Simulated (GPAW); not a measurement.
Write an ASE script for GPAW 26.7.0 that does the following.

```yaml
Task: single point
Functional: PBE
Potentials_or_basis: GPAW PAW data sets (gpaw-data 1.2.1)
Cutoff: 800 eV
Basis: pw
k_mesh: 9 × 9 × 9
Occupations: fermi-dirac, width 0.05 eV
Spin: no spin polarisation
Maxiter: 150
```

ZrO2:

```
Zr O
1.0
     0.00000    2.54507    2.54507
     2.54507    0.00000    2.54507
     2.54507    2.54507    0.00000
Zr O
1 2
Cartesian
  0.0000 0.0000 0.0000
  3.8176 3.8176 3.8176
  1.2725 1.2725 1.2725
```

Measurements of this composition are mostly on another form, of space group No. 14.

The input as run:

run.py

```python
from ase import Atoms
from ase.dft.bandgap import bandgap
from ase.io import write
from ase.units import Bohr, GPa
from gpaw import GPAW, PW
from gpaw.elf import elf_from_dft_calculation

atoms = Atoms(['Zr', 'O', 'O'],
              cell=[[0.0, 2.5450727058, 2.5450727058],
                    [2.5450727058, 0.0, 2.5450727058],
                    [2.5450727058, 2.5450727058, 0.0]],
              scaled_positions=[[0.0, 0.0, 0.0],
                                [0.75, 0.75, 0.75],
                                [0.25, 0.25, 0.25]],
              pbc=True)

calc = GPAW(mode=PW(800),
            xc='PBE',
            kpts={'size': (9, 9, 9), 'gamma': True},
            occupations={'name': 'fermi-dirac', 'width': 0.05},
            nbands=24,
            convergence={'density': 1e-05, 'energy': 1e-05},
            maxiter=150,
            txt='gpaw.txt')
atoms.calc = calc
energy = atoms.get_potential_energy()
forces = atoms.get_forces()
stress = atoms.get_stress()
calc.write('gs.gpw')
write('result.traj', atoms)
print(f'Energy: {energy:.6f} eV')
print('Forces (eV/A):')
print(forces.round(4))
print('Stress (GPa):', (stress / GPa).round(3))
print('Fermi level:', round(calc.get_fermi_level(), 4), 'eV')
print(f'Gap: {bandgap(calc)[0]:.4f} eV, direct: {bandgap(calc, direct=True)[0]:.4f} eV')

# fields on the real-space grid
write('density.cube', atoms, data=calc.get_pseudo_density() * Bohr**3)
write('potential.cube', atoms, data=calc.get_electrostatic_potential())
write('elf.cube', atoms, data=elf_from_dft_calculation(calc).data)
```

Potentials or basis: GPAW PAW data sets (gpaw-data 1.2.1), pw.

Launch:

```bash
$ OMP_NUM_THREADS=1 python run.py
```

Results of the run:

```yaml
Pressure: 1.7 GPa
Band_gap_on_the_k_mesh: 3.41 eV, indirect (least direct gap 3.89 eV)
```

Caveat: an odd mesh through Γ misses points on the zone boundary, where band edges often lie.

It took 25 s on 1 thread of Arm Neoverse V2 (shared host), peak memory 0.18 GiB.
